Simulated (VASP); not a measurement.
# LaB6 (Pm-3m) in VASP: settings compared

One crystal, LaB6, is run at these levels: PBE, LDA; tasks: relaxation of cell and atoms.

All numbers are computed with VASP 6.6.1; they aren't measurements. Logs are shortened: lines on timing, memory, paths and dates and some standing lists are left out, and cuts for length are marked.

## Step 1: The crystal as given

It takes space group Pm-3m (No. 221, cubic). Conventional cell: a = 4.154 Å, b = 4.154 Å, c = 4.154 Å, α = 90.00°, β = 90.00°, γ = 90.00°. Around La (site symmetry m-3m) lie 24 B at 3.05 Å. Around B (site symmetry 4mm) lie 5 B at 1.66 to 1.76 Å.

## Step 2: Relaxation of cell and atoms, PBE

File INCAR:

```
SYSTEM = LaB6
PREC     = Accurate       ! precision mode
ENCUT    = 600            ! plane-wave cutoff, eV
EDIFF    = 1E-7           ! SCF threshold, eV
ISMEAR   = 1              ! smearing method
SIGMA    = 0.1            ! smearing width, eV
LREAL    = .FALSE.        ! projectors in reciprocal space
LASPH    = .TRUE.         ! aspherical terms in the spheres
NELM     = 80             ! most SCF steps
ALGO     = Normal         ! electronic algorithm
ISIF     = 3              ! what is computed and relaxed
LWAVE    = .FALSE.        ! write WAVECAR
LCHARG   = .FALSE.        ! write CHGCAR
GGA      = PE             ! functional
IBRION   = 2              ! ionic algorithm
NSW      = 90             ! ionic steps
EDIFFG   = -0.005         ! ionic threshold
KPAR     = 2
```

File KPOINTS:

```
Automatic mesh
0
G
  10 10 10
  0 0 0
```

File POSCAR:

```
LaB6                                    
1.0
    4.1538783639      0.0000000000      0.0000000000
    0.0000000000      4.1538783639      0.0000000000
   -0.0000000000     -0.0000000000      4.1538783639
  La              B             
     1     6
Direct
     0.0000000000000000    0.0000000000000000    1.0000000000000000
     0.1997289895672590    0.5000000000000000    0.5000000000000000
     0.5000000000000000    0.1997289895672590    0.5000000000000000
     0.8002710104327411    0.5000000000000000    0.5000000000000000
     0.5000000000000000    0.8002710104327411    0.5000000000000000
     0.5000000000000000    0.5000000000000000    0.1997289895672590
     0.5000000000000000    0.5000000000000000    0.8002710104327411
```

Potentials or basis: VASP PAW PBE potentials, release 64 (La, B).

The run is started by

```sh
$ cat potpaw_PBE.64/La/POTCAR potpaw_PBE.64/B/POTCAR > POTCAR
$ mpirun -np 2 vasp_std > vasp.out
```

OUTCAR:

```text
SYSTEM = LaB6
   PREC = Accurate
   ENCUT = 600
   EDIFF = 1E-7
   ISMEAR = 1
   LREAL = .FALSE.
   LASPH = .TRUE.
   NELM = 80
   ISIF = 3
   GGA = PE
   IBRION = 2
   NSW = 90
   EDIFFG = -0.005

 ion  position               nearest neighbor table
   1  0.000  0.000  0.000-
   2  0.200  0.500  0.500-   4 1.66   3 1.76   5 1.76   6 1.76   7 1.76
   3  0.500  0.200  0.500-   5 1.66   4 1.76   2 1.76   6 1.76   7 1.76
   4  0.800  0.500  0.500-   2 1.66   3 1.76   5 1.76   6 1.76   7 1.76
   5  0.500  0.800  0.500-   3 1.66   2 1.76   4 1.76   6 1.76   7 1.76
   6  0.500  0.500  0.200-   7 1.66   3 1.76   4 1.76   5 1.76   2 1.76
   7  0.500  0.500  0.800-   6 1.66   3 1.76   4 1.76   5 1.76   2 1.76

  LATTYP: Found a simple cubic cell.
 ALAT       =     4.1538783639

  Lattice vectors:

 A1 = (   4.1538783639,   0.0000000000,   0.0000000000)
 A2 = (   0.0000000000,   4.1538783639,   0.0000000000)
 A3 = (   0.0000000000,   0.0000000000,   4.1538783639)

Analysis of symmetry for initial positions (statically):
=====================================================================
 Subroutine PRICEL returns:
 Original cell was already a primitive cell.

 Routine SETGRP: Setting up the symmetry group for a
 simple cubic supercell.

 Subroutine GETGRP returns: Found 48 space group operations
 (whereof 48 operations were pure point group operations)
 out of a pool of 48 trial point group operations.

The static configuration has the point symmetry O_h .

Analysis of symmetry for dynamics (positions and initial velocities):
=====================================================================
 Subroutine PRICEL returns:
 Original cell was already a primitive cell.

 Routine SETGRP: Setting up the symmetry group for a
 simple cubic supercell.

 Subroutine GETGRP returns: Found 48 space group operations
 (whereof 48 operations were pure point group operations)
 out of a pool of 48 trial point group operations.

The dynamic configuration has the point symmetry O_h .

 Subroutine INISYM returns: Found 48 space group operations
 (whereof 48 operations are pure point group operations),
 and found     1 'primitive' translations

----------------------------------------------------------------------------------------

                                     Primitive cell

  volume of cell :      71.6739
[... 100 lines left out ...]
   LREAL  =      F    real-space projection
   EDIFFG = -.5E-02   stopping-criterion for IOM
   NSW    =     90    number of steps for IOM
   IBRION =      2    ionic relax: 0-MD 1-quasi-New 2-CG
   NFREE  =      1    steps in history (QN), initial steepest desc. (CG)
   ISIF   =      3    stress and relaxation
   ISYM   =      2    0-nonsym 1-usesym 2-fastsym
   POTIM  = 0.5000    time-step for ionic-motion
   TEBEG  =    0.0;   TEEND  =   0.0 temperature during run
   PSTRESS=    0.0 pullay stress
   NELECT =      29.0000    total number of electrons
   NUPDOWN=      -1.0000    fix difference up-down
   EMIN   =  10.00;   EMAX   =-10.00  energy-range for DOS
   EFERMI =   0.00;   METHOD = LEGACY
   ISMEAR =     1;   SIGMA  =   0.10  broadening in eV -4-tet -1-fermi 0-gaus
   EFERMI_NEDOS =   21; number of points for ismear=-14 and -15
   IALGO  =     38    algorithm
   IMIX   =      4    mixing-type and parameters
     AMIX     =   0.40;   BMIX     =  1.00
     AMIX_MAG =   1.60;   BMIX_MAG =  1.00
  volume/ion in A,a.u.               =      10.24        69.10
  Fermi-wavevector in a.u.,A,eV,Ry     =   1.210841  2.288157 19.947985  1.466136
  Thomas-Fermi vector in A             =   2.346375
   LORBIT       =      0    0 simple, 1 ext, 2 COOP (PROOUT), +10 PAW based schemes
   GGA     = PE    functional components
   LHFCALC =     F    Hartree Fock is set to
   AEXX    =    0.0000 exact exchange contribution
   IVDW    =     0    specifies the selected vdW correction
   LEPSILON=     F    determine dielectric tensor
   LRPA    =     F    only Hartree local field effects (RPA)
 conjugate gradient relaxation of ions
 non-spin polarized calculation
 Methfessel and Paxton  Order N= 1 SIGMA  =   0.10
  energy-cutoff  :      600.00
  volume of cell :       71.67
 maximum number of plane-waves:      2440
 NGX is ok and might be reduce to    36
   NGX = 17   NGY = 17   NGZ = 17

 number of electron      29.0000000 magnetization

 Free energy of the ion-electron system (eV)
  ---------------------------------------------------
  ext. energy  EPLUGINS =         0.00000000
  ---------------------------------------------------
  free energy    TOTEN  =       -49.04989953 eV

  energy without entropy =      -49.04977222  energy(sigma->0) =      -49.04985709

 E-fermi :   8.5788     XC(G=0): -11.2620

 val. band max:        8.4795391035   @ k =   0.5000   0.3000   0.1000
 cond. band min:       8.6055074008   @ k =   0.4000   0.3000   0.1000
 fundamental gap:      0.1259682973
 Fermi energy:         8.5788478551

 k-point     1 :       0.0000    0.0000    0.0000
  band No.  band energies     occupation
      1     -24.4906      2.00000
      2      -8.2169      2.00000
      3      -8.2169      2.00000
      4      -8.2169      2.00000
      5      -6.9532      2.00000
      6       0.6706      2.00000
[... 481 lines left out ...]
      5      -6.2826      2.00000
      6      -1.2967      2.00000
[... 10 lines left out ...]
     17       9.9432     -0.00000
     18      10.3996     -0.00000

 [... further k-points ...]
[... 5 lines left out ...]
  --------------------------------------------------------------------------------------
  -------------------------------------------------------------------------------------
  Total        0.0093994      0.0093994      0.0093994      0.0000000     -0.0000000      0.0000000
  in kB        0.2101124      0.2101124      0.2101124      0.0000000     -0.0000000      0.0000000
  external PRESSURE =       0.2101124 kB  Pullay stress =       0.0000000 kB

 VOLUME and BASIS-vectors are now :
 -----------------------------------------------------------------------------
  energy-cutoff  :      600.00
  volume of cell :       71.67
      direct lattice vectors                 reciprocal lattice vectors
     4.153878364  0.000000000  0.000000000     0.240738874  0.000000000  0.000000000
     0.000000000  4.153878364  0.000000000     0.000000000  0.240738874  0.000000000
     0.000000000  0.000000000  4.153878364     0.000000000  0.000000000  0.240738874

 POSITION                                       TOTAL-FORCE (eV/Angst)
 -----------------------------------------------------------------------------------
      0.00000      0.00000      0.00000        -0.000000     -0.000000     -0.000000
      0.82965      2.07694      2.07694         0.001612     -0.000000     -0.000000
      2.07694      0.82965      2.07694        -0.000000      0.001612     -0.000000
      3.32423      2.07694      2.07694        -0.001612     -0.000000     -0.000000
      2.07694      3.32423      2.07694        -0.000000     -0.001612     -0.000000
      2.07694      2.07694      0.82965        -0.000000     -0.000000      0.001612
      2.07694      2.07694      3.32423        -0.000000     -0.000000     -0.001612
 -----------------------------------------------------------------------------------
    total drift:                                0.000000      0.000000     -0.000000

  FREE ENERGIE OF THE ION-ELECTRON SYSTEM (eV)
  ---------------------------------------------------
  free  energy   TOTEN  =       -49.0498995267 eV

  energy  without entropy=      -49.0497722221  energy(sigma->0) =      -49.04985709

 reached required accuracy - stopping structural energy minimisation
```

It took 57 s on 2 MPI ranks of Intel Xeon Platinum 8259CL at 2.50GHz (Skylake/Cascade Lake), shared host; peak memory 0.27 GiB.

What came out:

```
Free energy             : -49.0499 eV
Pressure after relaxing : 0.0 GPa
Band gap on the k mesh  : none (metal or under the smearing width)
```

Final structure:
```xyz
7
Lattice="4.1539 0.0000 0.0000 0.0000 4.1539 0.0000 0.0000 0.0000 4.1539" Properties=species:S:1:pos:R:3 pbc="T T T"
La    0.0000    0.0000    0.0000
B     0.8296    2.0769    2.0769
B     2.0769    0.8296    2.0769
B     3.3242    2.0769    2.0769
B     2.0769    3.3242    2.0769
B     2.0769    2.0769    0.8296
B     2.0769    2.0769    3.3242
```

Caveat: the relaxation stopped at its first step, so nothing moved.

## Step 3: Relaxation of cell and atoms, LDA

This run uses another cell than the first one, of 10.26 Å³/atom, 1.002 times its volume.

File INCAR:

```
PREC = Accurate ; ENCUT = 600
EDIFF = 1E-6 ; ISMEAR = 1
SIGMA = 0.1 ; LREAL = False
LASPH = True ; NELM = 80
ALGO = Normal ; ISIF = 3
LWAVE = False ; LCHARG = False
GGA = CA ; IBRION = 2
NSW = 90 ; EDIFFG = -0.01
KPAR = 2
```

File KPOINTS:

```
Automatic mesh
0
Gamma
  10 10 10
```

File POSCAR:

```
LaB6
1.0
    4.1570000000      0.0000000000      0.0000000000
    0.0000000000      4.1570000000      0.0000000000
    0.0000000000      0.0000000000      4.1570000000
La B
1 6
Direct
    0.0000000000      0.0000000000      0.0000000000
    0.1975000000      0.5000000000      0.5000000000
    0.5000000000      0.1975000000      0.5000000000
    0.8025000000      0.5000000000      0.5000000000
    0.5000000000      0.8025000000      0.5000000000
    0.5000000000      0.5000000000      0.1975000000
    0.5000000000      0.5000000000      0.8025000000
```

Potentials or basis: VASP PAW LDA potentials, release 64 (La, B).

The run is started by

```sh
$ cat potpaw_LDA.64/La/POTCAR potpaw_LDA.64/B/POTCAR > POTCAR
$ mpirun -np 2 vasp_std > vasp.out
```

It took 3.5 min on 2 MPI ranks of Intel Xeon Platinum 8259CL at 2.50GHz (Skylake/Cascade Lake), shared host; peak memory 0.25 GiB.

It converged, with:

```
Free energy                            : -54.3923 eV
Relaxed volume                         : 9.84 Å³/atom
Relaxed cell                           : a = 4.099 Å, b = 4.099 Å, c = 4.099 Å, α = 90.00°, β = 90.00°, γ = 90.00°
Space group after relaxing (to 0.05 Å) : Pm-3m (No. 221)
Energy gained by relaxing              : 13.9 meV/atom
Ionic steps                            : 8
Pressure after relaxing                : 0.0 GPa
Largest force after relaxing           : 0.005 eV/Å
Band gap on the k mesh                 : none (metal or under the smearing width)
```

Forces on the atoms (eV/Å):
```
La   0.000  0.000  0.000
B    0.005  0.000  0.000
B    0.000  0.005  0.000
B   -0.005  0.000  0.000
B    0.000 -0.005  0.000
B    0.000  0.000  0.005
B    0.000  0.000 -0.005
```

The path:
| step | energy change (eV) | largest force (eV/Å) | pressure (GPa) | volume (Å³) |
| --- | --- | --- | --- | --- |
| 1 | 0.0000 | 0.7397 | -7.84 | 71.84 |
| 2 | 0.1047 | 1.9755 | 8.53 | 66.74 |
| 3 | -0.0886 | 0.2592 | -1.93 | 69.68 |
| 4 | -0.0913 | 0.2643 | 1.39 | 68.31 |
| 5 | -0.0970 | 0.0208 | -0.14 | 68.92 |
| 6 | -0.0970 | 0.0267 | -0.11 | 68.91 |
| 7 | -0.0970 | 0.0258 | 0.22 | 68.80 |
| 8 | -0.0971 | 0.0045 | 0.04 | 68.86 |

Final structure:
```yaml
crystal:
  lattice:
    - [4.09885, 0.00000, 0.00000]
    - [0.00000, 4.09885, 0.00000]
    - [0.00000, 0.00000, 4.09885]
  atoms:
    - { symbol: La, position: [0.00000, 0.00000, 0.00000] }
    - { symbol: B, position: [0.19981, 0.50000, 0.50000] }
    - { symbol: B, position: [0.50000, 0.19981, 0.50000] }
    - { symbol: B, position: [0.80019, 0.50000, 0.50000] }
    - { symbol: B, position: [0.50000, 0.80019, 0.50000] }
    - { symbol: B, position: [0.50000, 0.50000, 0.19981] }
    - { symbol: B, position: [0.50000, 0.50000, 0.80019] }
```

Levels at points of the mesh, in eV from the Fermi level:
```tsv
k point	band 10	band 11	band 12	band 13	band 14	band 15	band 16	band 17	band 18
(0.00, 0.00, 0.00)	-6.89	-6.89	-1.87	-1.87	-1.87	0.20	0.20	0.20	1.62
(0.50, 0.00, 0.00)	-6.32	-3.47	-3.47	-3.19	-2.57	-1.49	1.49	1.71	1.71
(0.50, 0.50, 0.00)	-6.28	-4.54	-4.54	-2.89	-2.89	1.05	1.05	2.00	2.03
(0.50, 0.50, 0.50)	-4.67	-4.67	-2.39	-2.39	-2.39	1.49	1.80	1.80	1.80
```

The run has no spin-orbit coupling, so splittings on La are missing. Zero-point motion and thermal expansion aren't in these numbers.

## Step 4: Relaxation of cell and atoms, LDA

This run uses another cell than the first one, of 9.84 Å³/atom, 0.961 times its volume.

File INCAR:

```
PREC = Accurate ; ENCUT = 600
EDIFF = 1E-7 ; ISMEAR = 1
SIGMA = 0.1 ; LREAL = False
LASPH = True ; NELM = 80
ALGO = Normal ; ISIF = 3
LWAVE = False ; LCHARG = False
GGA = CA ; IBRION = 2
NSW = 90 ; EDIFFG = -0.005
KPAR = 2
```

KPOINTS is that of step 3.

File POSCAR:

```
LaB6                                    
1.0
    4.0988512529     -0.0000000000     -0.0000000000
    0.0000000000      4.0988512529     -0.0000000000
    0.0000000000      0.0000000000      4.0988512529
  La              B             
     1     6
Direct
     0.0000000000000000    0.0000000000000000    0.0000000000000000
     0.1998095642780008    0.5000000000000000    0.5000000000000000
     0.5000000000000000    0.1998095642780008    0.5000000000000000
     0.8001904357219992    0.5000000000000000    0.5000000000000000
     0.5000000000000000    0.8001904357219992    0.5000000000000000
     0.5000000000000000    0.5000000000000000    0.1998095642780009
     0.5000000000000000    0.5000000000000000    0.8001904357219992
```

The run is started by

```sh
$ cat potpaw_LDA.64/La/POTCAR potpaw_LDA.64/B/POTCAR > POTCAR
$ mpirun -np 2 vasp_std > vasp.out
```

Run time: 72 s. Hardware: 2 MPI ranks of Intel Xeon Platinum 8259CL at 2.50GHz (Skylake/Cascade Lake), shared host; peak memory 0.24 GiB.

It converged, with:

```yaml
Free_energy: -54.3908 eV
Relaxed_volume: 9.84 Å³/atom
Relaxed_cell: a = 4.099 Å, b = 4.099 Å, c = 4.099 Å, α = 90.00°, β = 90.00°, γ = 90.00°
Space_group_after_relaxing_to_0.05_Å: Pm-3m (No. 221)
Energy_gained_by_relaxing: 0.0 meV/atom
Ionic_steps: 3
Pressure_after_relaxing: 0.0 GPa
Band_gap_on_the_k_mesh: none (metal or under the smearing width)
```

Final structure:
```
CELL_PARAMETERS angstrom
4.09901 0.00000 0.00000
0.00000 4.09901 0.00000
0.00000 0.00000 4.09901
ATOMIC_POSITIONS crystal
La 0.00000 0.00000 0.00000
B 0.19983 0.50000 0.50000
B 0.50000 0.19983 0.50000
B 0.80017 0.50000 0.50000
B 0.50000 0.80017 0.50000
B 0.50000 0.50000 0.19983
B 0.50000 0.50000 0.80017
```

Levels at points of the mesh, in eV from the Fermi level:
```csv
k point,band 10,band 11,band 12,band 13,band 14,band 15,band 16,band 17,band 18
"(0.00, 0.00, 0.00)",-6.89,-6.89,-1.87,-1.87,-1.87,0.20,0.20,0.20,1.62
"(0.50, 0.00, 0.00)",-6.32,-3.47,-3.47,-3.19,-2.56,-1.49,1.49,1.71,1.71
"(0.50, 0.50, 0.00)",-6.28,-4.54,-4.54,-2.89,-2.89,1.05,1.05,2.00,2.03
"(0.50, 0.50, 0.50)",-4.67,-4.67,-2.39,-2.39,-2.39,1.49,1.80,1.80,1.80
```

Spin-orbit coupling is left out, which matters for the levels of La.
